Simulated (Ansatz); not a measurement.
## Two inputs for KCl with a K vacancy

Cell: a supercell of KCl (CsCl type, Pm-3m) built from a Materials Project structure (computed, not necessarily an observed phase), with all atoms left at the host's positions.

Space group Fm-3m (No. 225); a = 15.3568 Å.

```csv
site,Wyckoff,site symmetry,x,y,z
K1,24d,m.mm,0.0000,0.2500,0.2500
K4,8c,-43m,0.2500,0.2500,0.2500
K7,24e,4m.m,0.2500,0.5000,0.5000
K11,4b,m-3m,0.5000,0.5000,0.5000
Cl16,32f,.3m,0.1250,0.1250,0.1250
Cl20,32f,.3m,0.3750,0.3750,0.3750
```

One atom of each set is listed; the run and its k-mesh use a cell of 31 atoms with edges of 10.86, 10.86, 10.86 Å.

Reference run. All values are calculated (Ansatz; DFT, PBE, plane waves and PAW, scalar-relativistic, 420 eV cutoff, Γ-centred 2×2×2 k-points, Fermi–Dirac smearing 0.01 eV, cell charge -1), not measured.

Task: The input is changed as follows: `accuracy`: not typed → high. What happens to V_zz (10²¹ V/m²) and η?

Result: 

```csv
site,V_zz reference,η reference,V_zz changed,η changed
K1,0.33,0.84,0.33,0.84
K7,-0.45,0.00,-0.45,0.00
Cl16,-1.79,0.00,-1.79,0.00
Cl20,0.092,0.00,0.092,0.00
```

All printed values agree. Sites without a gradient aren't listed. SCF iterations: 7 and 9.

On the reference run: The defect repeats with the cell of 31 atoms, so it feels its images: sites between two images don't show the values beside a lone defect, and zeros or small values of η there can come from the images' arrangement. A uniform background compensates the cell's charge. The neighbours have not yet relaxed around the defect (largest force 0.38 eV/Å), so a real crystal will differ.
